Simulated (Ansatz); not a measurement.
PbI2: zone-centre modes

Level of theory: Ansatz 0.2.0, DFT PBEsol, scalar-relativistic, plane waves, PAW. Cutoff 420 eV, Γ-centred 9×9×4 k-points, Gaussian smearing of 0.05 eV. Spin–orbit coupling is left out, which can shift energies with elements as heavy as these. No spin polarisation.

The starting cell (relaxed at this level):

```xyz
3
Lattice="4.5452 0.0000 0.0000 -2.2726 3.9363 0.0000 0.0000 0.0000 7.0652" Properties=species:S:1:pos:R:3 pbc="T T T"
Pb    0.0000    0.0000    0.0000
I     0.0000    2.6242    1.8599
I     2.2726    1.3121    5.2052
```

The cell holds layers and no dispersion correction was added, so their binding is poorly described.

Harmonic modes by finite displacements of 0.02 Å, without the LO–TO term.

Task: At this geometry, is the structure stable against these modes?

Result: Yes: no mode is imaginary beyond 10 cm⁻¹, and only the three translations lie near zero.

Task: List the wavenumbers in cm⁻¹.

Result: 0, 0, 0, 62, 62, 76, 76, 90, 113.

Cost: 1 run of about 1.5 core-minutes, on Arm Neoverse V2 (shared hosts).